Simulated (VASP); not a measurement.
# Si12H6C in VASP: notebook, part 2 of 2

VASP 6.6.1. The steps go on from the part before.

### 4 Single point, PBE

The input, INCAR:

```
SYSTEM = Si12H6C
PREC     = Accurate       ! precision mode
ENCUT    = 520            ! plane-wave cutoff, eV
EDIFF    = 1E-6           ! SCF threshold, eV
ISMEAR   = 0              ! smearing method
SIGMA    = 0.05           ! smearing width, eV
LREAL    = Auto         
LASPH    = .True.         ! aspherical terms in the spheres
NELM     = 100            ! most SCF steps
ALGO     = Fast           ! electronic algorithm
ISIF     = 2              ! what is computed and relaxed
LWAVE    = .False.        ! write WAVECAR
LCHARG   = .True.         ! write CHGCAR
LDIPOL   = .True.       
IDIPOL   = 3            
DIPOL    = 0.5 0.5 0.516
GGA      = PE             ! functional
LELF     = .True.         ! ELF
LVHAR    = .True.       
LVACPOTAV= .True.       
NBANDS   = 83             ! bands
```

The input, KPOINTS:

```
Automatic mesh
0
Gamma
  3 3 1
  0 0 0
```

The input, POSCAR:

```
Si12H6C
1.0
    7.6805938572      0.0000000000      0.0000000000
    0.0000000000      7.6805938572      0.0000000000
    0.0000000000      0.0000000000     22.8087500000
Si H C
24 12 2
Direct
    0.1090478179      0.0000000000      0.6601039075
    0.1441275272      0.5000000093      0.6417996164
    0.4163073923      0.0000000000      0.6593350797
    0.4313373499      0.5000000093      0.6744851866
    0.0101621048      0.2460989391      0.6090110155
    0.0101621048      0.7539010795      0.6090110155
    0.4890694743      0.2600436942      0.6106642845
    0.4890694743      0.7399563244      0.6106642845
    0.2548674017      0.2490474090      0.5438887708
    0.2548674017      0.7509526096      0.5438887708
    0.7480412461      0.2533703821      0.5535002576
    0.7480412461      0.7466296365      0.5535002576
    0.2476451737      0.0000000000      0.4847603661
    0.2515073751      0.5000000093      0.4856224475
    0.7480463239      0.0000000000      0.4926756618
    0.7523828375      0.5000000093      0.4907968214
   -0.0065868605      0.0000000000      0.4284739409
   -0.0015350376      0.5000000093      0.4281465666
    0.5028326028      0.0000000000      0.4284767469
    0.5045379396      0.5000000093      0.4282592426
    0.0000000000      0.2499999395      0.3691565737
    0.0000000000      0.7499999488      0.3691565737
    0.5000000093      0.2499999395      0.3691565737
    0.5000000093      0.7499999488      0.3691565737
   -0.1510299882      0.2499999395      0.3288211761
    0.1510299882      0.2499999395      0.3288211761
   -0.1510299882      0.7499999488      0.3288211761
    0.1510299882      0.7499999488      0.3288211761
    0.3489700210      0.2499999395      0.3288211761
    0.6510299975      0.2499999395      0.3288211761
    0.3489700210      0.7499999488      0.3288211761
    0.6510299975      0.7499999488      0.3288211761
    0.1053969283      0.1155167187      0.7653768839
    0.1053969283     -0.1155167187      0.7653768839
    0.4169527851      0.1157249057      0.7645639502
    0.4169527851     -0.1157249057      0.7645639502
    0.1595056350      0.0000000000      0.7436241355
    0.3625416279      0.0000000000      0.7430053817
```

Launch:

```sh
$ cat potpaw_PBE.64/Si/POTCAR potpaw_PBE.64/H/POTCAR potpaw_PBE.64/C/POTCAR > POTCAR
$ mpirun -np 1 vasp_std > vasp.out
```

Wall time 14 min (1 thread of Intel Xeon 6975P-C (Granite Rapids), shared host); peak memory 1.4 GiB.

It converged, with:

```yaml
Free_energy: -184.5624 eV
Largest_force: 0.243 eV/Å
Band_gap_on_the_k_mesh: 0.78 eV, indirect (least direct gap 0.85 eV)
Ionisation_potential_of_the_upper_face: 4.66 eV
```

Forces in eV/Å, atoms in the order of the input:
```
Si  -0.006  0.000 -0.012
Si  -0.006  0.000 -0.003
Si  -0.001  0.000 -0.014
Si   0.002  0.000 -0.006
Si   0.004 -0.001 -0.002
Si   0.004  0.001 -0.002
Si   0.000 -0.004 -0.002
Si   0.000  0.004 -0.002
Si   0.001  0.001  0.000
Si   0.001 -0.001  0.000
Si   0.001  0.003  0.000
Si   0.001 -0.003  0.000
Si   0.001  0.000  0.004
Si  -0.001  0.000 -0.001
Si   0.002  0.000 -0.001
Si  -0.001  0.000  0.000
Si  -0.002  0.000 -0.003
Si   0.001  0.000  0.005
Si   0.000  0.000  0.001
Si   0.001  0.000 -0.002
Si  -0.242 -0.013  0.011
Si  -0.242  0.013  0.011
Si   0.239 -0.006  0.019
Si   0.239  0.006  0.019
H    0.125  0.024 -0.043
H   -0.101 -0.034  0.033
H    0.125 -0.024 -0.043
H   -0.101  0.034  0.033
H    0.102 -0.001  0.031
H   -0.124 -0.010 -0.043
H    0.102  0.001  0.031
H   -0.124  0.010 -0.043
H   -0.009  0.017  0.010
H   -0.009 -0.017  0.010
H    0.009  0.018  0.010
H    0.009 -0.018  0.010
C   -0.015  0.000 -0.005
C    0.015  0.000 -0.009
```

Levels at points of the mesh, in eV from the valence-band top:
| k point | band 55 | band 56 | band 57 | band 58 | band 59 | band 60 | band 61 | band 62 |
| --- | --- | --- | --- | --- | --- | --- | --- | --- |
| (0.00, 0.00, 0.00) | -0.36 | -0.33 | -0.28 | -0.11 | 0.78 | 1.36 | 1.37 | 1.59 |

PBE gaps usually lie below the measured ones, often by a third to a half.

### 5 Single point, PBE

The input, INCAR:

```
SYSTEM = Si12H6C
PREC = Accurate
ENCUT = 520
EDIFF = 1E-6
ISMEAR = 0
SIGMA = 0.05
LREAL = Auto
LASPH = .TRUE.
NELM = 100
ALGO = Fast
ISIF = 2
LWAVE = .FALSE.
LCHARG = .FALSE.
LDIPOL = .TRUE.
IDIPOL = 3
DIPOL = 0.5 0.5 0.516
GGA = PE
NBANDS = 83
```

The input, KPOINTS:

```
regular mesh
0
G
  3 3 1
  0 0 0
```

The input, POSCAR:

```
Si12H6C
1.0
    7.6805938572      0.0000000000      0.0000000000
    0.0000000000      7.6805938572      0.0000000000
    0.0000000000      0.0000000000     22.8087500000
Si H C
24 12 2
Direct
    0.1089583717     -0.0000567664      0.6601218392
    0.1440792236      0.4999812607      0.6418013262
    0.4162167743      0.0000281228      0.6593675673
    0.4312762869      0.5000000093      0.6744401162
    0.0101529910      0.2460359232      0.6090205294
    0.0101600217      0.7539087612      0.6089936538
    0.4890679119      0.2599895317      0.6106556913
    0.4890640060      0.7400310582      0.6106684496
    0.2548276912      0.2490281397      0.5438891653
    0.2548547725      0.7509860705      0.5438839042
    0.7480503600      0.2533916044      0.5535017921
    0.7480293981      0.7466011231      0.5534991615
    0.2476442623      0.0000093743      0.4847479586
    0.2514977404      0.5000045662      0.4856248589
    0.7480675462     -0.0000014322      0.4926870170
    0.7523396117      0.4999958430      0.4907917795
   -0.0066032654     -0.0000002604      0.4284690744
   -0.0015561297      0.5000019623      0.4281502494
    0.5028540855      0.0000029946      0.4284762646
    0.5045068223      0.4999950618      0.4282545514
    0.0000000000      0.2499999395      0.3691565737
    0.0000000000      0.7499999488      0.3691565737
    0.5000000093      0.2499999395      0.3691565737
    0.5000000093      0.7499999488      0.3691565737
   -0.1510299882      0.2499999395      0.3288211761
    0.1510299882      0.2499999395      0.3288211761
   -0.1510299882      0.7499999488      0.3288211761
    0.1510299882      0.7499999488      0.3288211761
    0.3489700210      0.2499999395      0.3288211761
    0.6510299975      0.2499999395      0.3288211761
    0.3489700210      0.7499999488      0.3288211761
    0.6510299975      0.7499999488      0.3288211761
    0.1048918892      0.1148110441      0.7655203814
    0.1056380555     -0.1161731783      0.7652923111
    0.4164401945      0.1163680852      0.7644894174
    0.4172112287     -0.1150690971      0.7647258618
    0.1593810352     -0.0003123456      0.7436431194
    0.3624262722      0.0002730258      0.7430417274
```

Launch:

```sh
$ cat potpaw_PBE.64/Si/POTCAR potpaw_PBE.64/H/POTCAR potpaw_PBE.64/C/POTCAR > POTCAR
$ mpirun -np 1 vasp_std > vasp.out
```

Run time: 13 min. Hardware: 1 thread of Intel Xeon 6975P-C (Granite Rapids), shared host; peak memory 1.4 GiB.

The run converged. Its results:

| Item | Value |
| --- | --- |
| Free energy | -184.5624 eV |
| Largest force | 0.243 eV/Å |
| Band gap on the k mesh | 0.78 eV, indirect (least direct gap 0.85 eV) |

Forces in eV/Å, atoms in the order of the input:
```
Si  -0.004 -0.001 -0.012
Si  -0.007  0.000 -0.004
Si   0.000  0.000 -0.014
Si   0.003  0.000 -0.004
Si   0.004  0.002 -0.002
Si   0.004 -0.002 -0.002
Si  -0.002 -0.003 -0.001
Si  -0.002  0.002 -0.001
Si   0.003  0.002 -0.001
Si   0.003 -0.001  0.000
Si   0.000  0.000  0.000
Si   0.001  0.000  0.000
Si   0.000  0.000  0.004
Si  -0.002  0.000  0.001
Si   0.000  0.000 -0.003
Si  -0.001  0.000  0.000
Si   0.000  0.000 -0.003
Si   0.002  0.000  0.004
Si   0.000  0.000  0.002
Si   0.001  0.000 -0.001
Si  -0.243 -0.012  0.011
Si  -0.243  0.012  0.011
Si   0.239 -0.007  0.018
Si   0.239  0.007  0.019
H    0.125  0.024 -0.043
H   -0.101 -0.034  0.033
H    0.125 -0.024 -0.043
H   -0.101  0.033  0.033
H    0.102 -0.001  0.031
H   -0.124 -0.010 -0.043
H    0.102  0.001  0.031
H   -0.124  0.009 -0.043
H   -0.009  0.019  0.009
H   -0.009 -0.019  0.008
H    0.009  0.018  0.009
H    0.009 -0.018  0.009
C   -0.016  0.001 -0.004
C    0.016  0.000 -0.009
```

Levels at points of the mesh, in eV from the valence-band top:
| k point | band 55 | band 56 | band 57 | band 58 | band 59 | band 60 | band 61 | band 62 |
| --- | --- | --- | --- | --- | --- | --- | --- | --- |
| (0.00, 0.00, 0.00) | -0.36 | -0.33 | -0.28 | -0.11 | 0.78 | 1.36 | 1.37 | 1.59 |
